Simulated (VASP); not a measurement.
Here is a VASP 6.6.1 calculation.

The input INCAR:

```
SYSTEM = Hf2Si
PREC = Accurate
ENCUT = 900
EDIFF = 1E-6
ISMEAR = 0
SIGMA = 0.1
LREAL = .FALSE.
LASPH = .TRUE.
NELM = 100
ALGO = Normal
ISIF = 2
LWAVE = .FALSE.
LCHARG = .FALSE.
GGA = PS
```

The input KPOINTS:

```
Automatic mesh
0
G
  10 10 10
  0 0 0
```

The input POSCAR:

```
Hf2Si
1.0
   -3.2543800000      3.2543800000      2.5703800000
    3.2543800000     -3.2543800000      2.5703800000
    3.2543800000      3.2543800000     -2.5703800000
Hf Si
4 2
Direct
    0.3433500000      0.1566500000      0.5000000000
    0.8433400000      0.3433400000      0.1866900000
    0.6566500000      0.8433400000      0.5000000000
    0.1566500000      0.6566600000      0.8133100000
    0.2500000000      0.2500000000      0.0000000000
    0.7500000000      0.7500000000      0.0000000000
```

Potentials or basis: VASP PAW PBE potentials, release 64 (Hf_pv, Si).

Command:

```bash
$ cat potpaw_PBE.64/Hf_pv/POTCAR potpaw_PBE.64/Si/POTCAR > POTCAR
$ mpirun -np 1 vasp_std > vasp.out
```

(1) Estimate the largest force.

(2) Estimate the pressure.

(3) What does it give for the band gap on the k mesh?

Answers

(1) 0.003 eV/Å.

(2) 0.0 GPa.

(3) none (metal or under the smearing width).

Caveat: the PAW data sets were made with another functional, which shifts forces and pressure a little.
